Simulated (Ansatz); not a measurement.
# Ge: the cost of one run

Program: Ansatz 0.2.0. Level of theory: DFT PBE, scalar-relativistic, plane waves, PAW. These are calculated values, not measurements.

## (1) Starting point

It takes space group Cmce (No. 64, orthorhombic). The conventional cell has a = 6.815 Å, b = 7.752 Å, c = 6.798 Å, α = 90.00°, β = 90.00°, γ = 90.00°. Ge (site symmetry 1) has 4 Ge at 2.36 to 2.42 Å as nearest neighbours.

Structure file:

```
Ge
1.0
     3.40773   -3.87577    0.00000
     3.40773    3.87577    0.00000
     0.00000    0.00000    6.79764
Ge
8
Direct
  0.30688 0.03930 0.40952
  0.46070 0.19312 0.09048
  0.03930 0.30688 0.59048
  0.19312 0.46070 0.90952
  0.96070 0.69312 0.40952
  0.69312 0.96070 0.59048
  0.80688 0.53930 0.09048
  0.53930 0.80688 0.90952
```

A structure generator made this guess: 4-connected net of one element (Cmce, No. 64). The dimensions are guesses.

## (2) A first look at the guess

input.yaml

```yaml
crystal:
  lattice:
    - [3.4077301, -3.87576579, 0.0]
    - [3.4077301, 3.87576579, 0.0]
    - [0.0, 0.0, 6.79763696]
  atoms:
    - { symbol: Ge, position: [0.3068769, 0.03930053, 0.40952003] }
    - { symbol: Ge, position: [0.46069947, 0.1931231, 0.09047997] }
    - { symbol: Ge, position: [0.03930053, 0.3068769, 0.59047997] }
    - { symbol: Ge, position: [0.1931231, 0.46069947, 0.90952003] }
    - { symbol: Ge, position: [0.96069947, 0.6931231, 0.40952003] }
    - { symbol: Ge, position: [0.6931231, 0.96069947, 0.59047997] }
    - { symbol: Ge, position: [0.8068769, 0.53930053, 0.09047997] }
    - { symbol: Ge, position: [0.53930053, 0.8068769, 0.90952003] }
basis:
  ecutwfc: 420
kpoints:
  mp_grid: { grid: [4, 4, 4] }
hamiltonian:
  xc: pbe
scf:
  occupations: { method: gaussian, width: 0.1 }
  lower_state_search: "off"
output:
  forces: true
  stress: true
  eigenvalues: true
```

Started as:

```sh
ansatz run input.yaml --threads 1 --pin off --max-ram 2560MiB --backend cpu --events-out ev --progress --plain --runs-dir out
```

Q: Estimate wall time and peak memory on 1 thread of Arm Neoverse V2, shared host.

About 17 s, with a peak of 0.5 GiB.
